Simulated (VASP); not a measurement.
A run of VASP 6.6.1 is set up as follows.

Contents of INCAR:

```
PREC = Accurate
ENCUT = 520
EDIFF = 1E-6
ISMEAR = 0
SIGMA = 0.05
LREAL = False
LASPH = True
NELM = 80
ALGO = Normal
ISIF = 2
LWAVE = False
LCHARG = False
ISPIN = 2
MAGMOM = 0.5 0
LORBIT = 11
LMAXMIX = 4
LDAU = True
LDAUTYPE = 2
LDAUL = 2 -1
LDAUU = 5 0
LDAUJ = 0 0
LDAUPRINT = 1
METAGGA = R2SCAN
LMIXTAU = True
```

File KPOINTS:

```
Automatic mesh
0
Gamma
  5 5 5
```

POSCAR

```
TePt
1.0
    0.0000000000      3.2450425500      3.2450425500
    3.2450425500      0.0000000000      3.2450425500
    3.2450425500      3.2450425500      0.0000000000
Pt Te
1 1
Direct
    0.0000000000      0.0000000000      0.0000000000
    0.2500000000      0.2500000000      0.2500000000
```

Potentials or basis: VASP PAW PBE potentials, release 64 (Pt, Te).

The run is started by

```sh
$ cat potpaw_PBE.64/Pt/POTCAR potpaw_PBE.64/Te/POTCAR > POTCAR
$ mpirun -np 1 vasp_std > vasp.out
```

(1) Estimate the band gap on the k mesh.

(2) Estimate the net moment.

(3) Estimate the pressure.

(4) What does it give for the site moments?

Answers

(1) none (metal or under the smearing width).

(2) 0.20 μB per cell.

(3) -13.1 GPa.

(4) Pt +0.13; Te +0.04 μB.

Caveat: the PAW data sets were made with another functional, which shifts forces and pressure a little; the U is typed as a test and isn't derived for this compound.
